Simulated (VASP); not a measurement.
Here is a VASP 6.6.1 calculation.

INCAR

```
SYSTEM = CdS
ALGO = Normal ; EDIFF = 1E-7
EDIFFG = -0.002 ; ENCUT = 700
GGA = PE ; IBRION = 2
ISIF = 3 ; ISMEAR = 0
LASPH = .True. ; LCHARG = .False.
LREAL = .False. ; LWAVE = .False.
NELM = 80 ; NSW = 80
PREC = Accurate ; SIGMA = 0.02
```

Contents of KPOINTS:

```
k-points
0
Gamma
  9 9 6
  0 0 0
```

Contents of POSCAR:

```
CdS
1.0
    4.1500000000      0.0000000000      0.0000000000
   -2.0750000000      3.5940054300      0.0000000000
    0.0000000000      0.0000000000      6.7370000000
Cd S
2 2
Direct
    0.3333333300      0.6666666700      0.0000000000
    0.6666666700      0.3333333300      0.5000000000
    0.3333333300      0.6666666700      0.3750000000
    0.6666666700      0.3333333300      0.8750000000
```

Potentials or basis: VASP PAW PBE potentials, release 64 (Cd, S).

Launch:

```bash
$ cat potpaw_PBE.64/Cd/POTCAR potpaw_PBE.64/S/POTCAR > POTCAR
$ mpirun -np 1 vasp_std > vasp.out
```

Problem. What does it give for the space group after relaxing (to 0.05 Å)?

Solution. P6_3mc (No. 186).

Problem. What does it give for the relaxed volume?

Solution. 26.18 Å³/atom.

Problem. What does it give for the band gap on the k mesh?

Solution. 1.10 eV, direct.

Problem. Estimate the relaxed cell.

Solution. a = 4.204 Å, b = 4.204 Å, c = 6.843 Å, α = 90.00°, β = 90.00°, γ = 120.00°.

Step by step:
```
step  energy change (eV)  largest force (eV/Å)  pressure (GPa)  volume (Å³)
   1              0.0000                0.0695            2.42       100.48
   2             -0.0285                0.0020           -0.69       106.11
   3             -0.0316                0.0150            0.00       104.71
   4             -0.0316                0.0142           -0.05       104.79
   5             -0.0316                0.0071            0.01       104.68
   6             -0.0316                0.0064            0.02       104.67
   7             -0.0316                0.0040            0.01       104.69
   8             -0.0316                0.0017           -0.02       104.74
   9             -0.0316                0.0007            0.00       104.72
```

As with any semilocal functional, this PBE gap is likely too small. Zero-point motion and thermal expansion aren't in these numbers.
